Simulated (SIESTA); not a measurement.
# NiO under changes of volume

One of the cells (9.076 Å³/atom); the others are scaled copies at fixed shape and fractional positions:

```
CELL_PARAMETERS angstrom
0.00000 2.08590 2.08590
2.08590 0.00000 2.08590
2.08590 2.08590 0.00000
ATOMIC_POSITIONS crystal
Ni 0.00000 0.00000 0.00000
O 0.50000 0.50000 0.50000
```

* Program: SIESTA 5.4.2
* Functional: AM05
* Potentials or basis: PseudoDojo 0.4 standard (PBEsol files)
* Basis: DZP (energy shift 0.003 Ry; two zetas on semicore shells)
* Grid cutoff: 800 Ry
* Energy shift: 0.003 Ry
* k mesh: 8 × 8 × 8
* Occupations: fermi-dirac, width 0.05 eV
* Spin: collinear spin, ferromagnetic start
* Starting moments: [1.0, 0.0] μB

| volume (Å³/atom) | energy over the lowest point (meV/atom) | pressure (GPa) | moment (μB per cell) |
| --- | --- | --- | --- |
| 8.531 | 0.00 | 2.2 | 0.72 |
| 8.713 | 0.28 | -2.4 | 0.73 |
| 8.894 | 5.20 | -6.2 | 0.73 |
| 9.076 | 14.90 | -10.7 | 0.74 |
| 9.257 | 29.21 | -14.1 | 0.75 |
| 9.439 | ? | ? | ? |
| 9.620 | 67.03 | -19.2 | 0.79 |

What does the run at 9.439 Å³/atom give?

Energy over the lowest point 46.68 meV/atom; pressure -16.4 GPa; moment 0.77 μB per cell.

Worked out: A Birch-Murnaghan fit of order 3 (a polynomial in V^(-2/3)) to the other rows has its minimum at 8.62 Å³/atom with B0 = V·E''(V) = 233 GPa and B' = 5.0. It gives 46.51 meV/atom at 9.439 Å³/atom, against the run's 46.68, and -dE/dV = -16.9 GPa, against -16.4. A parabola through the other rows of the moment, of slope 0.1 μB per Å³/atom there, gives 0.77 μB, against the run's 0.77.

Energies are extrapolated to zero smearing.

Caveats: short orbitals over semicore shells can move pressures by several GPa; the potentials were made for another functional, which shifts forces and pressure; the basis of atomic orbitals isn't converged, which shifts pressures, moduli and gaps; a cell with one magnetic atom can't hold antiferromagnetic order, which such compounds often take.
